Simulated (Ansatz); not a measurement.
## AgBr under changes of volume

One of the cells (23.644 Å³/atom); the others are scaled copies at fixed shape and fractional positions:

```
Ag Br
1.0
     0.00000    2.87015    2.87015
     2.87015    0.00000    2.87015
     2.87015    2.87015    0.00000
Ag Br
1 1
Cartesian
  0.0000 0.0000 0.0000
  2.8702 2.8702 2.8702
```

```yaml
Program: Ansatz 0.2.0
Functional: BLYP
Dispersion: D4
Potentials_or_basis: Ansatz PAW
Cutoff: "420 eV (not typed: the program's choice for these potentials)"
k_mesh: 8 × 8 × 8
Occupations: fermi-dirac, width 0.05 eV
Spin: no spin polarisation
```

```tsv
volume (Å³/atom)	energy over the lowest point (meV/atom)	pressure (GPa)
22.225	28.50	5.0
22.698	15.94	3.6
23.171	7.30	2.3
23.644	2.12	1.2
24.116	0.00	0.2
24.589	0.61	-0.6
25.062	?	?
```

**Question.** What does the run at 25.062 Å³/atom give?

**Answer.** Energy over the lowest point 3.63 meV/atom; pressure -1.4 GPa.

Worked out: A Birch-Murnaghan fit of order 3 (a polynomial in V^(-2/3)) to the other rows has its minimum at 24.24 Å³/atom with B0 = V·E''(V) = 46 GPa and B' = 5.2. It gives 3.62 meV/atom at 25.062 Å³/atom, against the run's 3.63, and -dE/dV = -1.4 GPa, against -1.4.

Energies are extrapolated to zero smearing.

Caveats: the PAW data sets come from PBE, with cores solved anew for the run's functional, which leaves a small shift of forces and pressure.
